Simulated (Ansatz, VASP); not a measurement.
## One calculation of Mo, two programs

```
CELL_PARAMETERS angstrom
-1.58381 1.58381 1.58381
1.58381 -1.58381 1.58381
1.58381 1.58381 -1.58381
ATOMIC_POSITIONS crystal
Mo 0.00000 0.00000 0.00000
```

Alike in both runs: task relaxation of cell and atoms; functional RPBE; dispersion D3(BJ); k mesh 12 × 12 × 12; occupations fermi-dirac, width 0.05 eV; no spin polarisation.

|  | VASP | Ansatz |
| --- | --- | --- |
| version | VASP 6.6.1 | Ansatz 0.2.0 |
| potentials or method | VASP PAW PBE potentials, release 64 (Mo_sv), cutoff 600 eV | all-electron LAPW, scalar-relativistic |

```csv
,VASP,Ansatz,Ansatz less VASP
relaxed volume (Å³/atom),13.63,13.60,-0.036
relaxed cell length with the largest relative difference (Å),2.606,2.604,-0.0023
energy change over the relaxation (meV/atom),-350,-359,-9.5
```

Ansatz ran all-electron here, so the differences hold the error of VASP's frozen core and of both bases.

Caveats: the PAW data sets were made with another functional, which shifts forces and pressure a little (VASP); pairwise dispersion overbinds metals, which lowers pressure and volume (VASP).
